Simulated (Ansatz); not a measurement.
Wanted: the native input for an Ansatz 0.2.0 run.

* Task: single point
* Functional: PBEsol
* Potentials or basis: Ansatz PAW
* Cutoff: 420 eV (not typed: the program's choice for these potentials)
* k mesh: 7 × 7 × 7
* Occupations: fermi-dirac, width 0.05 eV
* Spin: collinear spin, ferromagnetic start
* Starting moments: [2.0, 2.0, 1.0, 1.0, 1.0, 1.0] μB

Crystal: Ti2Co.

```
CELL_PARAMETERS angstrom
0.00000 3.36500 3.36500
3.36500 0.00000 3.36500
3.36500 3.36500 0.00000
ATOMIC_POSITIONS crystal
Co 0.75000 0.75000 0.75000
Co 0.50000 0.50000 0.50000
Ti 0.12500 0.62500 0.12500
Ti 0.12500 0.12500 0.62500
Ti 0.62500 0.12500 0.12500
Ti 0.12500 0.12500 0.12500
```

These files were run (other wordings do the same):

input.yaml

```yaml
crystal:
  lattice:
    - [0.0, 3.365, 3.365]
    - [3.365, 0.0, 3.365]
    - [3.365, 3.365, 0.0]
  atoms:
    - { symbol: Co, position: [0.75, 0.75, 0.75], spin: 2.0 }
    - { symbol: Co, position: [0.5, 0.5, 0.5], spin: 2.0 }
    - { symbol: Ti, position: [0.125, 0.625, 0.125], spin: 1.0 }
    - { symbol: Ti, position: [0.125, 0.125, 0.625], spin: 1.0 }
    - { symbol: Ti, position: [0.625, 0.125, 0.125], spin: 1.0 }
    - { symbol: Ti, position: [0.125, 0.125, 0.125], spin: 1.0 }
hamiltonian:
  xc: pbesol
  pseudopotentials: { kind: paw }
magnetization:
  spin_polarized: true
kpoints:
  mp_grid: { grid: [7, 7, 7] }
scf:
  occupations: { method: fermi_dirac, width: 0.05 }
output:
  forces: true
  stress: true
  eigenvalues: true
```

Potentials or basis: Ansatz PAW.

The run is started by

```sh
$ ansatz run input.yaml --threads 2 --pin off --max-ram 5632MiB --backend cpu --events-out ev --progress --plain --runs-dir out
```

It gave:

```yaml
Pressure: 15.9 GPa
Band_gap_on_the_k_mesh: none (metal or under the smearing width)
Net_moment: 0.94 μB per cell
Absolute_moment: 1.25 μB per cell
Site_moments: Co +0.49; Ti +0.01 μB
```

Caveat: so large a pressure means that the cell lies far from this level's equilibrium, or that cutoff or potentials fall short; the PAW data sets come from PBE, with cores solved anew for the run's functional, which leaves a small shift of forces and pressure.

Run time: 8.6 s on 2 threads of AMD EPYC 7R13 Processor (Zen 3), on a shared host, peak memory 0.53 GiB.
